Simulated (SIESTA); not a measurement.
**Ti under changes of volume**

One of the cells (17.676 Å³/atom); the others are scaled copies at fixed shape and fractional positions:

```
CELL_PARAMETERS angstrom
-1.64100 1.64100 1.64100
1.64100 -1.64100 1.64100
1.64100 1.64100 -1.64100
ATOMIC_POSITIONS crystal
Ti 0.00000 0.00000 0.00000
```

This isn't the form of Ti at room conditions, which is hcp.

```yaml
Program: SIESTA 5.4.2
Functional: PBEsol
Potentials_or_basis: PseudoDojo 0.4 standard (PBEsol files)
Basis: DZP (energy shift 0.003 Ry; two zetas on semicore shells)
Grid_cutoff: 800 Ry
Energy_shift: 0.003 Ry
k_mesh: 11 × 11 × 11
Occupations: fermi-dirac, width 0.05 eV
Spin: no spin polarisation
```

```tsv
volume (Å³/atom)	energy over the lowest point (meV/atom)	pressure (GPa)
16.616	0.00	-0.3
16.969	3.94	-2.7
17.323	?	?
17.676	26.01	-6.7
18.030	43.12	-8.4
18.383	63.87	-10.0
18.737	87.96	-11.5
```

Task: What does the run at 17.323 Å³/atom give?

Result: Energy over the lowest point 12.75 meV/atom; pressure -4.8 GPa.

Worked out: A Birch-Murnaghan fit of order 3 (a polynomial in V^(-2/3)) to the other rows has its minimum at 16.52 Å³/atom, just outside them, with B0 = V·E''(V) = 116 GPa and B' = 3.6. It gives 12.79 meV/atom at 17.323 Å³/atom, against the run's 12.75, and -dE/dV = -5.0 GPa, against -4.8.

Energies are extrapolated to zero smearing.

Caveats: the basis of atomic orbitals isn't converged, which shifts pressures, moduli and gaps.
